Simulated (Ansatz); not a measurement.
Ru:

```
Ru
1.0
     2.70580    0.00000    0.00000
    -1.35290    2.34329    0.00000
     0.00000    0.00000    4.28190
Ru
2
Direct
  0.66667 0.33333 0.75000
  0.33333 0.66667 0.25000
```

```yaml
Program: Ansatz 0.2.0
Task: relaxation of cell and atoms
Functional: RPBE
Dispersion: D3(BJ)
Potentials_or_basis: Ansatz PAW
Cutoff: "420 eV (not typed: the program's choice for these potentials)"
k_mesh: 11 × 11 × 6
Occupations: fermi-dirac, width 0.05 eV
Spin: no spin polarisation
```

At the start: volume 13.57 Å³/atom.

How do energy, volume and symmetry change on relaxing?

It ends after 8 steps and the volume is 12.38 Å³/atom (-8.8 %); space group P6_3/mmc (No. 194, to 0.05 Å).

Step by step:
| step | energy change (eV) | largest force (eV/Å) | volume (Å³) |
| --- | --- | --- | --- |
| 1 | 0.0000 | 0.0000 | 27.15 |
| 2 | -0.1839 | 0.0000 | 23.57 |
| 3 | -0.2630 | 0.0000 | 24.95 |
| 4 | -0.2653 | 0.0000 | 24.76 |
| 5 | -0.2654 | 0.0000 | 24.75 |
| 6 | -0.2630 | 0.0000 | 24.75 |
| 7 | -0.2630 | 0.0000 | 24.75 |
| 8 | -0.2630 | 0.0000 | 24.75 |

Final structure:
```xyz
2
Lattice="2.6187 0.0000 0.0000 -1.3094 2.2679 0.0000 0.0000 0.0000 4.1677" Properties=species:S:1:pos:R:3 pbc="T T T"
Ru    1.3094    0.7560    3.1258
Ru    0.0000    1.5119    1.0419
```

Caveat: the plane-wave basis is chosen anew once the cell has moved, so the energies of steps on either side of that aren't comparable; pairwise dispersion overbinds metals, which lowers pressure and volume; the PAW data sets come from PBE, with cores solved anew for the run's functional, which leaves a small shift of forces and pressure.
